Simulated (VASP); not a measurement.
## LiF (Griceite): equation of state with PBEsol

LiF (Griceite):

```
CELL_PARAMETERS angstrom
0.00000 2.01400 2.01400
2.01400 0.00000 2.01400
2.01400 2.01400 0.00000
ATOMIC_POSITIONS crystal
F 0.50000 0.50000 0.50000
Li 0.00000 0.00000 0.00000
```

* Program: VASP 6.6.1
* Task: equation of state
* Functional: PBEsol
* Potentials or basis: VASP PAW PBE potentials, release 64 (F, Li_sv)
* Cutoff: 520 eV
* k mesh: 11 × 11 × 11
* Occupations: fermi-dirac, width 0.05 eV
* Spin: no spin polarisation

```
Equilibrium volume                      : 8.08 Å³/atom
Bulk modulus                            : 73 GPa
Pressure derivative of the bulk modulus : 4.5
```

Energy against volume, from the lowest point:
```tsv
volume (Å³/atom)	energy (meV/atom)
7.679	4.82
7.842	1.51
8.006	0.00
8.169	0.08
8.333	1.54
8.496	4.33
8.659	8.23
```

All runs of the series together: 49 s on 1 thread of Intel(R) Xeon(R) Platinum 8375C CPU @ 2.90GHz (Ice Lake) (shared host).

Caveat: the cutoff is under 1.25 times the usual one of these potentials, so pressure, stress and relaxed cells hold a basis-set (Pulay) error; the PAW data sets were made with another functional, which shifts forces and pressure a little.
